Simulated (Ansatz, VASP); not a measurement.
## One calculation of TiAl3, two programs

```xyz
4
Lattice="2.8770 0.0000 0.0000 0.0000 4.7429 0.0000 0.0000 0.0000 4.9652" Properties=species:S:1:pos:R:3 pbc="T T T"
Ti    0.0000    2.3714    0.8238
Al    0.0000    0.0000    4.1504
Al    1.4385    0.0000    1.6431
Al    1.4385    2.3714    3.3132
```

Change from the starting cell: volume scaled by 1.04.

Alike in both runs: task single point; functional PBEsol; k mesh 9 × 6 × 6; occupations fermi-dirac, width 0.05 eV; no spin polarisation.

|  | VASP | Ansatz |
| --- | --- | --- |
| version | VASP 6.6.1 | Ansatz 0.2.0 |
| potentials or method | VASP PAW PBE potentials, release 64 (Ti_sv, Al), cutoff 520 eV | all-electron LAPW, scalar-relativistic |

```tsv
	VASP	Ansatz	Ansatz less VASP
gap on the k mesh at the Fermi level (eV)	none	none	-
pressure (GPa)	-5.8	-5.8	-0.07
largest component of the traceless stress (GPa)	1.92	1.92	+0.001
rms of the force components (eV/Å)	0.024	0.025	+0.0004
```

Atom by atom the forces differ by 0.001 eV/Å (rms over components). A gap of «none» marks a metal or a gap that the smearing closes. Ansatz ran all-electron here, so the differences hold the error of VASP's frozen core and of both bases.

Caveats: the PAW data sets were made with another functional, which shifts forces and pressure a little (VASP).
